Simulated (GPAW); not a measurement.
Wanted: an ASE script for a GPAW 26.7.0 run.

```
Task                : single point
Functional          : PBE0-1/3
Potentials or basis : GPAW PAW data sets (gpaw-data 1.2.1)
Cutoff              : 450 eV
Basis               : pw
k mesh              : 3 × 3 × 1
Occupations         : fermi-dirac, width 0.05 eV
Spin                : no spin polarisation
Maxiter             : 60
```

The structure of WS2 lies in WS2.cif:

```cif
data_WS2
_cell_length_a 3.18351636
_cell_length_b 3.18351636
_cell_length_c 16.95057789
_cell_angle_alpha 90.00000000
_cell_angle_beta 90.00000000
_cell_angle_gamma 120.00000000
_space_group_name_H-M_alt 'P1'
_space_group_name_Hall 'P 1'
_space_group_IT_number 1
loop_
_space_group_symop_operation_xyz
'x,y,z'
loop_
_atom_site_label
_atom_site_type_symbol
_atom_site_symmetry_multiplicity
_atom_site_Wyckoff_symbol
_atom_site_fract_x
_atom_site_fract_y
_atom_site_fract_z
_atom_site_occupancy
W1 W 1 a 0.0000000000 0.0000000000 0.0000000000 1
S1 S 1 a 0.3333333333 0.6666666667 0.0920005100 1
S2 S 1 a 0.3333333333 0.6666666667 0.9079994900 1
```

These files were run (other wordings do the same):

run.py

```python
from ase.dft.bandgap import bandgap
from ase.io import read, write
from gpaw import GPAW, PW

atoms = read('WS2.cif')

calc = GPAW(mode=PW(450),
            xc={'name': 'HYB_GGA_XC_PBE0_13', 'fraction': 0.3333333333333333, 'omega': 0.0, 'backend': 'pw'},
            kpts={'size': (3, 3, 1), 'gamma': True},
            occupations={'name': 'fermi-dirac', 'width': 0.05},
            nbands=20,
            convergence={'density': 1e-05, 'energy': 1e-05},
            maxiter=60,
            txt='gpaw.txt')
atoms.calc = calc
energy = atoms.get_potential_energy()
calc.write('gs.gpw')
write('result.traj', atoms)
print(f'Energy: {energy:.6f} eV')
print('Fermi level:', round(calc.get_fermi_level(), 4), 'eV')
print(f'Gap: {bandgap(calc)[0]:.4f} eV, direct: {bandgap(calc, direct=True)[0]:.4f} eV')
```

Potentials or basis: GPAW PAW data sets (gpaw-data 1.2.1), pw.

The run is started by

```bash
$ OMP_NUM_THREADS=1 python run.py
```

Results of the run:

The band gap on the k mesh is 3.55 eV, indirect (least direct gap 3.60 eV).

Caveat: the k mesh is coarse (spacing up to 0.76 Å⁻¹), so the values aren't converged, least of all with exact exchange; spin-orbit coupling is left out, which moves the levels of the heavy elements.

Wall time 11 min on 1 thread of Arm Neoverse V1, with other jobs on the host, peak memory 0.24 GiB.
